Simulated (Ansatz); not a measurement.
## A strain series on SnO2 (fluorite): uniaxial along x, other directions held

Fluorite SnO2, relaxed with r2SCAN in the PAW code Ansatz, then strained (uniaxial along x, other directions held; changes of length per length, axes as in the cell below) with the atoms relaxed again within the symmetry that is left. Space group Fm-3m (No. 225), cubic; conventional cell a = 5.067 Å, 10.84 Å³ an atom. Sn has 8 O at 2.19 Å; O has 4 Sn at 2.19 Å. No spin polarisation. The prototype was imposed, so other structures may be more stable.

```xyz
3
Lattice="0.0000 2.5335 2.5335 2.5335 0.0000 2.5335 2.5335 2.5335 0.0000" Properties=species:S:1:pos:R:3 pbc="T T T"
Sn    0.0000    0.0000    0.0000
O     1.2667    1.2667    1.2667
O     3.8002    3.8002    3.8002
```

Gaps are the least over each mesh (r2SCAN 8×8×8 when unstrained) and the special points, which keep their unstrained names; stress is the change from the unstrained cell, compression positive.

```tsv
strain (%)	gap, r2SCAN (eV)	edges, r2SCAN	stress along the strain, r2SCAN (GPa)	energy rise, r2SCAN (meV/atom)
-5.12	1.008	(0.221, -1/2, -0.279) → Γ	+32.80	54.3
-3.38	1.001	W → Γ	+20.63	22.9
0.0	0.838	W → Γ	0.00	0.0
+4.28	0.180	W → Γ	-21.35	32.0
```

Q: Estimate the row for a strain of +5.0 %.

A:
```tsv
strain (%)	gap, r2SCAN (eV)	edges, r2SCAN	stress along the strain, r2SCAN (GPa)	energy rise, r2SCAN (meV/atom)
+5.0	0.065	W → Γ	-24.42	43.2
```

Between zero and the nearest strains the slope of the r2SCAN gap against strain is -0.048 eV per percent for negative and -0.154 for positive strain.

No spin-orbit coupling is included; it can move band edges with weight on the heavy atoms by tenths of an eV.

Where an edge lies off the special points, it is a point of the mesh or the k point where a search put PBE's edge or least direct gap, reused for the other functionals, whose own edges may lie a little apart.

Gaps or overlaps of about a tenth of an eV are at the limit of these meshes: between the points read a gap can be smaller or closed.

Coordinates of k points refer to the reciprocal vectors of the primitive cell of the runs.
